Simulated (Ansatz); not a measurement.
The system is CdS (Hawleyite).

```
CELL_PARAMETERS angstrom
0.00000 2.91650 2.91650
2.91650 0.00000 2.91650
2.91650 2.91650 0.00000
ATOMIC_POSITIONS crystal
Cd 0.00000 0.00000 0.00000
S 0.75000 0.75000 0.75000
```

```yaml
Program: Ansatz 0.2.0
Task: relaxation of cell and atoms
Functional: revPBE
Potentials_or_basis: Ansatz PAW
Cutoff: "420 eV (not typed: the program's choice for these potentials)"
k_mesh: 8 × 8 × 8
Occupations: fermi-dirac, width 0.05 eV
Spin: no spin polarisation
```

At the start: volume 24.81 Å³/atom.

Task: Where does the relaxation end?

Result: It ends after 4 steps and the volume is 26.78 Å³/atom (+8.0 %); space group F-43m (No. 216, to 0.05 Å).

Step by step:
| step | energy change (eV) | largest force (eV/Å) | volume (Å³) |
| --- | --- | --- | --- |
| 1 | 0.0000 | 0.0000 | 49.62 |
| 2 | -0.0509 | 0.0000 | 53.26 |
| 3 | -0.0512 | 0.0000 | 53.57 |
| 4 | -0.0520 | 0.0000 | 53.57 |

Final structure:
```
Cd S
1.0
     0.00000    2.99198    2.99198
     2.99198    0.00000    2.99198
     2.99198    2.99198    0.00000
Cd S
1 1
Direct
  0.00000 0.00000 0.00000
  0.75000 0.75000 0.75000
```

Caveat: the plane-wave basis is chosen anew once the cell has moved, so the energies of steps on either side of that aren't comparable; the PAW data sets come from PBE, with cores solved anew for the run's functional, which leaves a small shift of forces and pressure.
